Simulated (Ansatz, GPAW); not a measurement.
This is a calculation of Zr (Zirconium) for GPAW 26.7.0 (ASE script). 

Contents of run.py:

```python
from ase import Atoms
from ase.dft.bandgap import bandgap
from ase.io import write
from ase.units import GPa
from gpaw import GPAW, PW

atoms = Atoms(['Zr', 'Zr'],
              cell=[[3.232, 0.0, 0.0],
                    [-1.616, 2.798994105, 0.0],
                    [0.0, 0.0, 5.147]],
              scaled_positions=[[0.6666666667, 0.3333333333, 0.75],
                                [0.3333333333, 0.6666666667, 0.25]],
              pbc=True)

calc = GPAW(mode=PW(600),
            xc='PBE',
            kpts={'size': (9, 9, 5), 'gamma': True},
            occupations={'name': 'methfessel-paxton', 'order': 0, 'width': 0.014},
            nbands=24,
            convergence={'density': 1e-05, 'energy': 1e-05},
            maxiter=150,
            txt='gpaw.txt')
atoms.calc = calc
energy = atoms.get_potential_energy()
forces = atoms.get_forces()
stress = atoms.get_stress()
calc.write('gs.gpw')
write('result.traj', atoms)
print(f'Energy: {energy:.6f} eV')
print('Forces (eV/A):')
print(forces.round(4))
print('Stress (GPa):', (stress / GPa).round(3))
print('Fermi level:', round(calc.get_fermi_level(), 4), 'eV')
print(f'Gap: {bandgap(calc)[0]:.4f} eV, direct: {bandgap(calc, direct=True)[0]:.4f} eV')
```

Potentials or basis: GPAW PAW data sets (gpaw-data 1.2.1), pw.

Launch:

```bash
$ OMP_NUM_THREADS=1 python run.py
```

What does the same run look like in Ansatz 0.2.0? Potentials or basis there: all-electron LAPW, scalar-relativistic.

As run (cutoffs and basis follow the program's own potentials, and thresholds, step limits or extra output files can differ):

input.yaml

```yaml
crystal:
  lattice:
    - [3.232, 0.0, 0.0]
    - [-1.616, 2.798994105, 0.0]
    - [0.0, 0.0, 5.147]
  atoms:
    - { symbol: Zr, position: [0.6666666667, 0.3333333333, 0.75] }
    - { symbol: Zr, position: [0.3333333333, 0.6666666667, 0.25] }
kpoints:
  mp_grid: { grid: [9, 9, 5] }
scf:
  occupations: { method: gaussian, width: 0.014 }
hamiltonian:
  xc: pbe
  pseudopotentials: { kind: all_electron, lapw: { basis_error: 0.001 } }
output:
  forces: true
  stress: true
  eigenvalues: true
```

Potentials or basis: all-electron LAPW, scalar-relativistic.

Launch:

```console
$ ansatz run input.yaml --threads 1 --pin off --max-ram 3072MiB --backend cpu --events-out ev --progress --plain --runs-dir out
```

Both were run:

|  | GPAW | Ansatz |
| --- | --- | --- |
| Pressure | 0.2 GPa | 0.6 GPa |

Where Ansatz's input types no cutoff or centring, it takes its own default and a Γ-centred mesh.

Pressure is positive in compression.
